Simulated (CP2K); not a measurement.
Crystal: Pb.

```
CELL_PARAMETERS angstrom
3.50667 0.00000 0.00000
1.75936 3.03338 0.00000
-1.83309 -1.05591 6.09522
ATOMIC_POSITIONS crystal
Pb 0.90851 0.90851 0.72629
Pb 0.09149 0.09149 0.27371
```

This isn't the form of Pb at room conditions, which is fcc.

| Quantity | Value |
| --- | --- |
| Program | CP2K 2026.2 |
| Task | relaxation of cell and atoms |
| Functional | PBE |
| Potentials or basis | POTENTIAL_UZH Pb GTH-PBE-q4; TZVP-MOLOPT-PBE-GTH basis |
| Density cutoff | 9184 eV |
| k mesh | 7 × 7 × 4 |
| Occupations | fermi-dirac, width 0.05 eV |
| Spin | no spin polarisation |

At the start: pressure 1.9 GPa; volume 32.42 Å³/atom.

Where does the relaxation end?

Over 15 steps the energy falls by 19.0 meV/atom and the volume is 33.78 Å³/atom (+4.2 %); space group C2/m (No. 12, to 0.05 Å).

Step by step:
```tsv
step	energy change (eV)	largest force (eV/Å)	volume (Å³)
1	0.0000	0.1897	64.84
2	-0.0017	0.1726	64.91
3	-0.0171	0.0961	66.13
4	-0.0179	0.1170	66.28
5	-0.0211	0.1586	66.77
6	-0.0255	0.1678	67.30
7	-0.0312	0.1369	67.84
8	-0.0356	0.0833	67.98
9	-0.0377	0.0242	67.78
10	-0.0379	0.0011	67.62
11	-0.0379	0.0010	67.60
12	-0.0379	0.0011	67.59
13	-0.0379	0.0011	67.58
14	-0.0379	0.0009	67.56
15	-0.0379	0.0009	67.56
```

Final structure:
```
Pb
1.0
     3.50726    0.00000    0.00000
     1.75512    3.03666    0.00000
    -1.80827   -1.04150    6.34303
Pb
2
Direct
  0.91300 0.91300 0.72806
  0.08700 0.08700 0.27194
```

Caveat: the basis of atomic orbitals isn't converged, which shifts pressures, moduli and gaps.
